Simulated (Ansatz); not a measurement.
# WSe2: the cost of one run

Program: Ansatz 0.2.0. Level of theory: DFT PBE, scalar-relativistic, plane waves, PAW. These are calculated values, not measurements.

### 1 The starting structure

It takes space group P-6m2 (No. 187, hexagonal). Conventional cell: a = 3.318 Å, b = 3.318 Å, c = 16.658 Å, α = 90.00°, β = 90.00°, γ = 120.00°. W (site symmetry -6m2) has 6 Se at 2.54 Å as nearest neighbours. Se (site symmetry 3m) has 3 W at 2.54 Å as nearest neighbours.

Structure file:

```
W Se
1.0
    -6.63588   11.49367    0.00000
     6.63588   11.49367    0.00000
     1.65897    2.87342  -16.65814
W Se
16 32
Direct
  0.50000 0.00000 0.00000
  0.50000 0.25000 0.00000
  0.75000 0.00000 0.00000
  0.00000 0.00000 0.00000
  0.00000 0.25000 0.00000
  0.00000 0.50000 0.00000
  0.00000 0.75000 0.00000
  0.25000 0.00000 0.00000
  0.25000 0.25000 0.00000
  0.25000 0.50000 0.00000
  0.50000 0.50000 0.00000
  0.50000 0.75000 0.00000
  0.75000 0.25000 0.00000
  0.75000 0.50000 0.00000
  0.75000 0.75000 0.00000
  0.25000 0.75000 0.00000
  0.83333 0.10828 0.90021
  0.33333 0.10828 0.90021
  0.33333 0.35828 0.90021
  0.33333 0.60828 0.90021
  0.58333 0.10828 0.90021
  0.58333 0.35828 0.90021
  0.83333 0.35828 0.90021
  0.83333 0.60828 0.90021
  0.83333 0.85828 0.90021
  0.08333 0.10828 0.90021
  0.08333 0.35828 0.90021
  0.08333 0.60828 0.90021
  0.08333 0.85828 0.90021
  0.33333 0.85828 0.90021
  0.58333 0.60828 0.90021
  0.58333 0.85828 0.90021
  0.83333 0.05839 0.09979
  0.33333 0.05839 0.09979
  0.33333 0.30839 0.09979
  0.33333 0.55839 0.09979
  0.58333 0.05839 0.09979
  0.58333 0.30839 0.09979
  0.83333 0.30839 0.09979
  0.83333 0.55839 0.09979
  0.83333 0.80839 0.09979
  0.08333 0.05839 0.09979
  0.08333 0.30839 0.09979
  0.08333 0.55839 0.09979
  0.08333 0.80839 0.09979
  0.33333 0.80839 0.09979
  0.58333 0.55839 0.09979
  0.58333 0.80839 0.09979
```

The runs take a perfect supercell of 48 atoms; the defect goes to fractional position (0.500, 0.000, 0.000).

### 2 The perfect supercell

File input.yaml:

```yaml
crystal:
  lattice:
    - [-6.635875, 11.493672, 1.0e-06]
    - [6.635876, 11.493672, 2.0e-06]
    - [1.658969, 2.873418, -16.658142]
  atoms:
    - { symbol: W, position: [0.5, 0.0, 0.0] }
    - { symbol: W, position: [0.5, 0.25, 0.0] }
    - { symbol: W, position: [0.75, 0.0, 0.0] }
    - { symbol: W, position: [0.0, 0.0, 0.0] }
    - { symbol: W, position: [0.0, 0.25, 0.0] }
    - { symbol: W, position: [0.0, 0.5, 0.0] }
    - { symbol: W, position: [0.0, 0.75, 0.0] }
    - { symbol: W, position: [0.25, 0.0, 0.0] }
    - { symbol: W, position: [0.25, 0.25, 0.0] }
    - { symbol: W, position: [0.25, 0.5, 0.0] }
    - { symbol: W, position: [0.5, 0.5, 0.0] }
    - { symbol: W, position: [0.5, 0.75, 0.0] }
    - { symbol: W, position: [0.75, 0.25, 0.0] }
    - { symbol: W, position: [0.75, 0.5, 0.0] }
    - { symbol: W, position: [0.75, 0.75, 0.0] }
    - { symbol: W, position: [0.25, 0.75, 0.0] }
    - { symbol: Se, position: [0.833333, 0.10828, 0.900214] }
    - { symbol: Se, position: [0.333333, 0.10828, 0.900214] }
    - { symbol: Se, position: [0.333333, 0.35828, 0.900214] }
    - { symbol: Se, position: [0.333333, 0.60828, 0.900214] }
    - { symbol: Se, position: [0.583333, 0.10828, 0.900214] }
    - { symbol: Se, position: [0.583333, 0.35828, 0.900214] }
    - { symbol: Se, position: [0.833333, 0.35828, 0.900214] }
    - { symbol: Se, position: [0.833333, 0.60828, 0.900214] }
    - { symbol: Se, position: [0.833333, 0.85828, 0.900214] }
    - { symbol: Se, position: [0.083333, 0.10828, 0.900214] }
    - { symbol: Se, position: [0.083333, 0.35828, 0.900214] }
    - { symbol: Se, position: [0.083333, 0.60828, 0.900214] }
    - { symbol: Se, position: [0.083333, 0.85828, 0.900214] }
    - { symbol: Se, position: [0.333333, 0.85828, 0.900214] }
    - { symbol: Se, position: [0.583333, 0.60828, 0.900214] }
    - { symbol: Se, position: [0.583333, 0.85828, 0.900214] }
    - { symbol: Se, position: [0.833333, 0.058387, 0.099786] }
    - { symbol: Se, position: [0.333333, 0.058387, 0.099786] }
    - { symbol: Se, position: [0.333333, 0.308387, 0.099786] }
    - { symbol: Se, position: [0.333333, 0.558387, 0.099786] }
    - { symbol: Se, position: [0.583333, 0.058387, 0.099786] }
    - { symbol: Se, position: [0.583333, 0.308387, 0.099786] }
    - { symbol: Se, position: [0.833333, 0.308387, 0.099786] }
    - { symbol: Se, position: [0.833333, 0.558387, 0.099786] }
    - { symbol: Se, position: [0.833333, 0.808387, 0.099786] }
    - { symbol: Se, position: [0.083333, 0.058387, 0.099786] }
    - { symbol: Se, position: [0.083333, 0.308387, 0.099786] }
    - { symbol: Se, position: [0.083333, 0.558387, 0.099786] }
    - { symbol: Se, position: [0.083333, 0.808387, 0.099786] }
    - { symbol: Se, position: [0.333333, 0.808387, 0.099786] }
    - { symbol: Se, position: [0.583333, 0.558387, 0.099786] }
    - { symbol: Se, position: [0.583333, 0.808387, 0.099786] }
basis:
  ecutwfc: 420
  fft_grid_basis: typed
kpoints:
  mp_grid: { grid: [1, 1, 1] }
hamiltonian:
  xc: pbe
  pseudopotentials: { kind: paw }
scf:
  occupations: { method: gaussian, width: 0.05 }
output:
  forces: true
  stress: false
  eigenvalues: true
  bader: false
  write_density: true
  volumetric_format: npy
```

Launch:

```sh
$ ansatz run input.yaml --threads 8 --pin off --max-ram 16384MiB --backend cpu --events-out ev --progress --plain --runs-dir out
```

**Question.** How long does this run take on 8 threads of Arm Neoverse N1, shared host, and how much memory does it need?

About 24 s, with a peak of 3.3 GiB.
